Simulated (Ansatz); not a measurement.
The system is AlN.

```
Al N
1.0
     3.11300    0.00000    0.00000
    -1.55650    2.69594    0.00000
     0.00000    0.00000    4.98100
Al N
2 2
Cartesian
  1.5565 0.8986 2.4905
  0.0000 1.7973 0.0000
  1.5565 0.8986 4.3833
  0.0000 1.7973 1.8928
```

Program: Ansatz 0.2.0. Alike in all runs: task band structure; potentials or basis Ansatz PAW; no spin polarisation; cell as given; k mesh 5 × 5 × 3; cutoff (eV) 420; smearing fermi-dirac 0.05 eV; the mesh is coarse, so values aren't converged.

Order these runs on this cell by their pressure, lowest first.
A. level PBE0
B. level B3LYP
C. level HSEsol

C (-4.0 GPa), A (-1.6 GPa), B (1.3 GPa).

Caveats: all runs use coarse meshes; the PAW data sets come from PBE, with cores solved anew for the run's functional, which leaves a small shift of forces and pressure; the thresholds are loose for stress.
